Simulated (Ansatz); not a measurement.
# C: a sweep of one setting

```
C
1.0
     1.22803    0.70900    3.34701
    -1.22803    0.70900    3.34701
     0.00000   -1.41800    3.34701
C
2
Direct
  0.16400 0.16400 0.16400
  0.83600 0.83600 0.83600
```

Atom numbers follow the list: C1, C2.

The conventional cell has a = 2.456 Å, b = 2.456 Å, c = 10.041 Å, α = 90.00°, β = 90.00°, γ = 120.00°. C (atom 1) has 3 C at 1.42 Å as nearest neighbours.

The cell is COD entry 1200018, as deposited and not checked against the literature; nothing was relaxed. It is an old determination, and later ones may differ.

Method: Ansatz 0.2.0, DFT, PBE, all-electron LAPW, scalar-relativistic.

Numerical set-up: a Γ-centred 17×17×17 k mesh, Fermi–Dirac smearing of 0.03 eV, basis error target 0.5 meV/atom, no spin polarisation. One setting is then changed at a time.

```csv
k mesh,free energy less the base's (meV/atom),P (GPa),gap on the mesh (eV),force C2 z (eV/Å),cutoff chosen (eV)
17×17×17 (base),0.0,4.26,0.389,-0.873,575
5×5×5,9.6,4.36,2.483,-0.877,575
8×8×8,-0.2,4.25,?,-0.876,575
13×13×13,-0.1,4.27,?,-0.876,575
24×24×24,-0.1,4.26,0.579,-0.871,575
```

Task: What belongs in the row "8×8×8", column "gap on the mesh (eV)"?

Result: 1.420.

Task: What belongs in the row "13×13×13", column "gap on the mesh (eV)"?

Result: 0.649.
